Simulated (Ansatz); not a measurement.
Density of states of GeSb4Te7 (P-3m1, a = 4.287 Å, b = 4.287 Å, c = 24.880 Å, α = 90.00°, β = 90.00°, γ = 120.00°), in states per eV and primitive cell, averaged over bins of 0.5 eV. Theory: Ansatz, DFT r2SCAN, scalar-relativistic, plane waves, PAW.

Settings: cutoff 500 eV, Γ-centred mesh 6×6×2 on the computed 12-atom cell, Gaussian smearing of 0.02 eV; no spin polarisation.

The cell is relaxed at this level. The states (both spins) are summed by tetrahedra on a 9×9×3 mesh at the self-consistent density. Energies are bin centres; the table starts no lower than −8 eV and ends at 6 eV, or lower where the solved bands end.

The gap is 0.59 eV at this level, with the zero inside it.

```
E − E_F (eV) total Te 5p Sb 5p Ge 4p Sb 5s Te 5s Ge 4s
       -7.80   1.14   0.18   0.02   0.01   0.29   0.32   0.31
       -7.30   0.57   0.09   0.01   0.00   0.11   0.16   0.19
       -6.80   0.37   0.06   0.01   0.00   0.06   0.11   0.13
       -6.30   0.06   0.01   0.00   0.00   0.01   0.02   0.02
       -5.80   2.29   1.23   0.81   0.18   0.00   0.05   0.00
       -5.30   3.90   2.11   1.45   0.22   0.02   0.06   0.01
       -4.80   6.32   3.46   2.34   0.27   0.04   0.13   0.03
       -4.30   8.93   5.09   3.08   0.36   0.09   0.21   0.03
       -3.80  10.82   6.29   3.63   0.37   0.10   0.29   0.06
       -3.30  10.62   6.42   3.03   0.57   0.14   0.29   0.06
       -2.80   8.52   5.26   2.18   0.59   0.15   0.24   0.03
       -2.30   8.27   5.89   1.28   0.59   0.18   0.19   0.04
       -1.80   8.02   6.76   0.48   0.28   0.25   0.10   0.03
       -1.30   8.15   6.72   0.38   0.12   0.60   0.06   0.12
       -0.80   7.58   5.76   0.33   0.08   0.85   0.05   0.35
       -0.30   0.59   0.44   0.02   0.01   0.08   0.01   0.02
        0.20   0.32   0.06   0.18   0.03   0.01   0.03   0.00
        0.70   7.72   2.23   3.74   0.92   0.09   0.38   0.01
        1.20  11.91   4.22   5.26   1.18   0.15   0.51   0.02
        1.70   8.74   3.42   3.92   0.43   0.11   0.31   0.04
        2.20   5.10   2.11   2.50   0.05   0.02   0.11   0.04
        2.70   7.95   3.17   3.36   0.54   0.04   0.16   0.05
        3.20   7.59   2.47   2.33   0.77   0.02   0.11   0.02
        3.70   6.62   1.79   1.39   0.84   0.02   0.08   0.01
        4.20   6.48   1.54   1.00   0.90   0.01   0.05   0.00
        4.70   6.74   0.87   0.42   0.72   0.01   0.04   0.00
        5.20   6.64   0.80   0.36   0.59   0.01   0.03   0.00
        5.70   5.77   0.36   0.16   0.25   0.00   0.02   0.00
```

The columns after the total are the Löwdin projections on the occupied valence shells of the potentials. The rest of the total lies in shells that are empty in the free atom, which aren't projected, and between the atoms.

Spin-orbit coupling is left out, which matters for the bands of heavy elements. The cell holds layers, and r2SCAN describes their binding at middle range but leaves out its long-range dispersion part.

Whether GeSb4Te7 exists in this form wasn't checked.

Cost: 1 run of about 14 core-minutes, on AMD EPYC (Zen 3) (shared hosts).